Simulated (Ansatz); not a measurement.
Runs of Ansatz 0.2.0 on SiC. It takes space group P6_3mc (No. 186, hexagonal). Conventional cell: a = 3.076 Å, b = 3.076 Å, c = 10.071 Å, α = 90.00°, β = 90.00°, γ = 120.00°. Around Si (site symmetry 3m) lie 4 C at 1.88 to 1.89 Å. Si (site symmetry 3m) is surrounded by 4 C at 1.88 to 1.89 Å. C (site symmetry 3m) is surrounded by 4 Si at 1.88 to 1.89 Å. C (site symmetry 3m) has 4 Si at 1.88 to 1.89 Å as nearest neighbours. The cell is a database's computed one.

```tsv
task	level	cell	cutoff (eV)	points for each segment of the path	gap on the mesh (eV)	pressure (GPa)	relaxed volume (Å³/atom)	largest force (eV/Å)
relaxation of cell and atoms	BLYP	relaxed	420	-	2.51	0.0	(c)	-
relaxation of cell and atoms	RPBE+D4	relaxed	420	-	(d)	0.0	10.18	-
band structure	PBEsol	as given	420	10	2.12	0.5	-	-
relaxation of cell and atoms	revPBE	relaxed	420	-	2.23	0.0	10.62	-
band structure	LDA	as given	420	10	2.18	(b)	-	-
relaxation of cell and atoms	revPBE+D4	relaxed	420	-	2.24	0.0	10.19	-
relaxation of cell and atoms	LDA	relaxed	420	-	2.18	0.0	10.14	-
relaxation of cell and atoms	BLYP+D3(BJ)	relaxed	420	-	2.53	0.0	10.24	0.01
band structure	revPBE	as given	420	10	2.24	6.4	-	0.01
band structure	RPBE	as given	420	10	2.24	7.2	-	0.01
relaxation of cell and atoms	PBEsol+D4	relaxed	420	-	2.12	0.0	10.22	-
band structure	r2SCAN	as given	500	10	2.60	(a)	-	-
```

Alike in all rows: potentials or basis Ansatz PAW; no spin polarisation; k mesh 10 × 10 × 3; smearing fermi-dirac 0.05 eV.

**Question.** Estimate the missing entries.

**Answer.** (a) 0.4; (b) -3.8; (c) 10.73; (d) 2.25.

Caveats: the PAW data sets come from PBE, with cores solved anew for the run's functional, which leaves a small shift of forces and pressure; odd divisions of the mesh miss points on the zone boundary, where band edges often lie, so the gap on the mesh can be too wide (some runs); the plane-wave basis is chosen anew once the cell has moved, so the energies of steps on either side of that aren't comparable (some runs).

A k mesh can miss the band edges.

Runs at the PBE level aren't shown here.
